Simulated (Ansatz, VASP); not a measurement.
**One calculation of PtSe2 (Sudovikovite), two programs**

```
Pt Se
1.0
     3.72400    0.00000    0.00000
    -1.86200    3.22508    0.00000
     0.00000    0.00000    5.06200
Pt Se
1 2
Cartesian
  0.0000 0.0000 0.0000
  0.0000 2.1501 1.2655
  1.8620 1.0750 3.7965
```

Alike in both runs: task single point; functional PBE; k mesh 9 × 9 × 6; occupations fermi-dirac, width 0.15 eV; no spin polarisation.

|  | VASP | Ansatz |
| --- | --- | --- |
| version | VASP 6.6.1 | Ansatz 0.2.0 |
| potentials or method | VASP PAW PBE potentials, release 64 (Pt, Se) | plane waves, PAW |
| plane-wave cutoff (eV) | 520 | 450 |
| valence electrons in the cell | 22 | 50 |

VASP gave:

- pressure (GPa): 7.3
- largest component of the traceless stress (GPa): 1.46
- rms of the force components (eV/Å): 0.279

Question: What did Ansatz give for the same quantities?

Answer: Pressure (GPa): 7.3; largest component of the traceless stress (GPa): 1.45; rms of the force components (eV/Å): 0.277.

Atom by atom the forces differ by 0.003 eV/Å (rms over components). The functional is the same, so the differences come from potentials, cutoffs and numerics. The two sets of potentials don't hold the same shells in valence. Ansatz warned: «structure_snapped_to_symmetry».

Spin-orbit coupling is left out, which matters for the levels of Pt.
